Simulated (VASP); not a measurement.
# VASP inputs for NaF (CsCl)

INCAR

```
EDIFF = 1E-7
IBRION = 2
ISMEAR = -1
NELM = 120
ENCUT = 600
NSW = 40
ISIF = 3
SIGMA = 0.02
NBANDS = 14
EDIFFG = -5E-3
LCHARG = .FALSE.
LASPH = .TRUE.
LWAVE = .FALSE.
PREC = Accurate
GGA = CA
LREAL = .FALSE.
```

KPOINTS

```
KPOINTS created by Atomic Simulation Environment
0
Gamma
8 8 8
0 0 0
```

POSCAR

```
Na F
 1.0000000000000000
     2.8648043891630715    0.0000000000000000   -0.0000000000000000
     0.0000000000000000    2.8648043891630715    0.0000000000000000
     0.0000000000000000    0.0000000000000000    2.8648043891630715
 Na  F
   1   1
Cartesian
  0.0000000000000000  0.0000000000000000 -0.0000000000000000
  1.4324021945815355  1.4324021945815355  1.4324021945815355
```

VASP ran with the recommended LDA PAW datasets (14 valence electrons in the cell).

Q: What does this run give?

A: relaxed cell vector lengths 2.735, 2.735, 2.735 Å; relaxed cell volume 20.45 Å³.
